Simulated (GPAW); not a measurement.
Runs of GPAW 26.7.0 on BN. The structure is hexagonal, space group P6_3mc (No. 186). Conventional cell: a = 2.554 Å, b = 2.554 Å, c = 4.227 Å, α = 90.00°, β = 90.00°, γ = 120.00°. N (site symmetry 3m) has 4 B at 1.57 to 1.58 Å as nearest neighbours. B (site symmetry 3m) is surrounded by 4 N at 1.57 to 1.58 Å. Measurements of this composition are mostly on another form, of space group No. 194.

```csv
task,level,potentials or basis,k mesh,cutoff (eV),smearing,band path,band points,mesh quality,gap on the mesh (eV),pressure (GPa),V0 of scaled cells (Å³/atom),B0 (GPa),largest force (eV/Å)
equation of state,PBEsol,"PAW data sets generated in the run's folder for this functional, pw",10 × 10 × 5,800,fermi-dirac 0.05 eV,-,-,not flagged,-,-,(a),387,-
electron localisation function,PBEsol,"PAW data sets generated in the run's folder for this functional, pw",6 × 6 × 3,680,fermi-dirac 0.01 eV,-,-,coarse,4.98,(b),-,-,0.02
single point,TB-mBJ,"GPAW PAW data sets for LDA (gpaw-data 1.2.1), pw",10 × 10 × 6,800,fermi-dirac 0.05 eV,-,-,not flagged,6.95,-,-,-,-
equation of state,LDA,"the program's PAW data sets (release 1.2.1) made for this functional, pw",10 × 10 × 5,800,fermi-dirac 0.05 eV,-,-,not flagged,-,-,5.76,404,-
band structure,r2SCAN,"GPAW PAW data sets (gpaw-data 1.2.1), pw",10 × 10 × 5,800,fermi-dirac 0.05 eV,"GMKGALHA,LM,KH",60,not flagged,(c),-5.9,-,-,0.03
band structure,LDA,"the program's PAW data sets (release 1.2.1) made for this functional, pw",10 × 10 × 5,800,fermi-dirac 0.05 eV,"GMKGALHA,LM,KH",60,not flagged,5.18,-15.0,-,-,0.02
```

Alike in all rows: no spin polarisation; cell as given.

Task: Fill in the values left out.

Result: (a) 5.88; (b) -11.0; (c) 5.94.

Caveats: some runs use coarse meshes; the cell was scaled at fixed shape and fractional positions, which overstates the stiffness of a crystal with free parameters, most of all of layers and chains (some runs); the PAW data sets were made with another functional, which shifts forces and pressure a little (some runs); the mesh misses the band edges, which the band path finds closer together (some runs); the cutoff is short for stress and forces, so pressures can be off by a GPa or more (some runs); an odd mesh through Γ misses points on the zone boundary, where band edges often lie (some runs); a model potential gives levels but no total energy (some runs).

Runs at the PBE level aren't shown here.
